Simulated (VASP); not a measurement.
# TePb (Fm-3m) in VASP: a series of runs, part 2 of 2

VASP 6.6.1.

**3. Relaxation of the atoms, PBE+D3(BJ) (a relaxed cell with its volume scaled by 1.06)**

INCAR reads:

```
PREC = Accurate
ENCUT = 600
EDIFF = 1E-7
ISMEAR = 0
SIGMA = 0.03
LREAL = F
LASPH = T
NELM = 80
ALGO = Normal
ISIF = 2
LWAVE = F
LCHARG = F
GGA = PE
IVDW = 12
IBRION = 2
NSW = 40
EDIFFG = -0.01
```

KPOINTS reads:

```
regular mesh
0
Gamma
  8 8 8
```

POSCAR reads:

```
TePb                                    
1.0
    0.0000000000      3.2984492962      3.2984492962
    3.2984492962      0.0000000000      3.2984492962
    3.2984492962      3.2984492962      0.0000000000
  Te              Pb            
     1     1
Direct
     0.5000000000000000    0.5000000000000000    0.5000000000000000
     0.0000000000000000    0.0000000000000000    0.0000000000000000
```

Potentials or basis: VASP PAW PBE potentials, release 64 (Te, Pb_d).

On the command line:

```
$ cat potpaw_PBE.64/Te/POTCAR potpaw_PBE.64/Pb_d/POTCAR > POTCAR
$ mpirun -np 1 vasp_std > vasp.out
```

OUTCAR:

```text
PREC = Accurate
   ENCUT = 600
   EDIFF = 1E-7
   ISMEAR = 0
   LREAL = F
   LASPH = T
   NELM = 80
   ISIF = 2
   GGA = PE
   IVDW = 12
   IBRION = 2
   NSW = 40
   EDIFFG = -0.01
 IVDW          = 12

 ion  position               nearest neighbor table
   1  0.500  0.500  0.500-   2 3.30   2 3.30   2 3.30   2 3.30   2 3.30   2 3.30
   2  0.000  0.000  0.000-   1 3.30   1 3.30   1 3.30   1 3.30   1 3.30   1 3.30

  LATTYP: Found a face centered cubic cell.
 ALAT       =     6.5968985924

  Lattice vectors:

 A1 = (   0.0000000000,   3.2984492962,   3.2984492962)
 A2 = (   3.2984492962,   0.0000000000,   3.2984492962)
 A3 = (   3.2984492962,   3.2984492962,   0.0000000000)

Analysis of symmetry for initial positions (statically):
=====================================================================
 Subroutine PRICEL returns:
 Original cell was already a primitive cell.

 Routine SETGRP: Setting up the symmetry group for a
 face centered cubic supercell.

 Subroutine GETGRP returns: Found 48 space group operations
 (whereof 48 operations were pure point group operations)
 out of a pool of 48 trial point group operations.

The static configuration has the point symmetry O_h .

Analysis of symmetry for dynamics (positions and initial velocities):
=====================================================================
 Subroutine PRICEL returns:
 Original cell was already a primitive cell.

 Routine SETGRP: Setting up the symmetry group for a
 face centered cubic supercell.

 Subroutine GETGRP returns: Found 48 space group operations
 (whereof 48 operations were pure point group operations)
 out of a pool of 48 trial point group operations.

The dynamic configuration has the point symmetry O_h .

 Subroutine INISYM returns: Found 48 space group operations
 (whereof 48 operations are pure point group operations),
 and found     1 'primitive' translations

----------------------------------------------------------------------------------------

                                     Primitive cell
[... 125 lines left out ...]
  energy-cutoff  :      600.00
  volume of cell :       71.77
 maximum number of plane-waves:      2421
 NGX is ok and might be reduce to    40
   NGX = 19   NGY = 19   NGZ = 19

 number of electron      20.0000002 magnetization

 Free energy of the ion-electron system (eV)
  ---------------------------------------------------
  ext. energy  EPLUGINS =         0.00000000
  ---------------------------------------------------
  free energy    TOTEN  =        -7.52166698 eV

  energy without entropy =       -7.52166698  energy(sigma->0) =       -7.52166698

 E-fermi :   4.9890     XC(G=0):  -9.0238

 val. band max:        4.8408222771   @ k =   0.5000   0.0000   0.0000
 cond. band min:       5.6951738353   @ k =   0.5000   0.0000   0.0000
 fundamental gap:      0.8543515582
 Fermi energy:         4.9890439777

 k-point     1 :       0.0000    0.0000    0.0000
  band No.  band energies     occupation
      1     -11.7858      2.00000
      2     -11.7858      2.00000
      3     -11.7810      2.00000
      4     -11.7810      2.00000
      5     -11.7810      2.00000
      6      -6.6755      2.00000
      7      -0.8990      2.00000
      8       3.7318      2.00000
      9       3.7318      2.00000
     10       3.7318      2.00000
     11       8.8513      0.00000
     12       8.8513      0.00000
     13       8.8514      0.00000
     14      10.7836      0.00000
[... 377 lines left out ...]
      1     -11.8063      2.00000
      2     -11.7913      2.00000
      3     -11.7759      2.00000
      4     -11.7717      2.00000
      5     -11.7656      2.00000
      6      -5.2409      2.00000
      7      -3.2083      2.00000
      8       2.4141      2.00000
      9       2.5922      2.00000
     10       4.4909      2.00000
     11       6.2847      0.00000
     12       8.3593      0.00000
     13       8.7534      0.00000
     14      11.7457      0.00000

 [... further k-points ...]

------------------------ aborting loop because EDIFF is reached ----------------------------------------

 Edisp (eV)   -0.75719

 E8    (eV) :    -0.3669

  FORCE on cell =-STRESS in cart. coord.  units (eV):
  Direction    XX          YY          ZZ          XY          YZ          ZX
  --------------------------------------------------------------------------------------
  -------------------------------------------------------------------------------------
  Total      -0.80801    -0.80801    -0.80801     0.00000     0.00000    -0.00000
  in kB     -18.03722   -18.03722   -18.03722     0.00000     0.00000    -0.00000
  external pressure =      -18.04 kB  Pullay stress =        0.00 kB

 VOLUME and BASIS-vectors are now :
 -----------------------------------------------------------------------------
  energy-cutoff  :      600.00
  volume of cell :       71.77
      direct lattice vectors                 reciprocal lattice vectors
     0.000000000  3.298449296  3.298449296    -0.151586384  0.151586384  0.151586384
     3.298449296  0.000000000  3.298449296     0.151586384 -0.151586384  0.151586384
     3.298449296  3.298449296  0.000000000     0.151586384  0.151586384 -0.151586384

 POSITION                                       TOTAL-FORCE (eV/Angst)
 -----------------------------------------------------------------------------------
      3.29845      3.29845      3.29845        -0.000000     -0.000000     -0.000000
      0.00000      0.00000      0.00000         0.000000      0.000000      0.000000
 -----------------------------------------------------------------------------------
    total drift:                                0.000000     -0.000000     -0.000000

  FREE ENERGIE OF THE ION-ELECTRON SYSTEM (eV)
  ---------------------------------------------------
  free  energy   TOTEN  =        -8.2788604373 eV

  energy  without entropy=       -8.2788604373  energy(sigma->0) =       -8.27886044

 reached required accuracy - stopping structural energy minimisation
```

CONTCAR:

```text
TePb
   1.00000000000000
     0.0000000000000000    3.2984492961999998    3.2984492961999998
     3.2984492961999998    0.0000000000000000    3.2984492961999998
     3.2984492961999998    3.2984492961999998    0.0000000000000000
  Te              Pb
     1     1
Direct
     0.5000000000000000    0.5000000000000000    0.5000000000000000
     0.0000000000000000    0.0000000000000000    0.0000000000000000

  0.00000000E+00  0.00000000E+00  0.00000000E+00
  0.00000000E+00  0.00000000E+00  0.00000000E+00
```

It took 19 s on 1 thread of Intel Xeon 6975P-C (Granite Rapids), shared host; peak memory 0.26 GiB.

Results:

```yaml
Free_energy: -8.2789 eV
Pressure_after_relaxing: -1.8 GPa
Band_gap_on_the_k_mesh: 0.85 eV, direct
Dispersion_energy_per_atom: -0.379 eV
```

Final structure:
```cif
data_structure
_symmetry_space_group_name_H-M 'P 1'
_symmetry_Int_Tables_number 1
_cell_length_a 4.6647
_cell_length_b 4.6647
_cell_length_c 4.6647
_cell_angle_alpha 60.000
_cell_angle_beta 60.000
_cell_angle_gamma 60.000
_cell_volume 71.77
loop_
_atom_site_label
_atom_site_type_symbol
_atom_site_fract_x
_atom_site_fract_y
_atom_site_fract_z
_atom_site_occupancy
Te1 Te 0.50000 0.50000 0.50000 1
Pb1 Pb 0.00000 0.00000 0.00000 1
```

Levels at points of the mesh, in eV from the valence-band top:
| k point | band 7 | band 8 | band 9 | band 10 | band 11 | band 12 | band 13 | band 14 |
| --- | --- | --- | --- | --- | --- | --- | --- | --- |
| (0.00, 0.00, 0.00) | -5.74 | -1.11 | -1.11 | -1.11 | 4.01 | 4.01 | 4.01 | 5.94 |
| (0.50, 0.00, 0.00) | -8.27 | -0.69 | -0.69 | 0.00 | 0.85 | 1.42 | 1.42 | 8.33 |
| (0.50, 0.50, 0.00) | -7.20 | -4.02 | -2.44 | -2.44 | 3.56 | 5.26 | 5.26 | 6.36 |

Caveat: the relaxation stopped at its first step, so nothing moved; spin-orbit coupling is left out, which as a rule narrows the gap of such compounds by several tenths of an eV. A k mesh can miss the band edges.
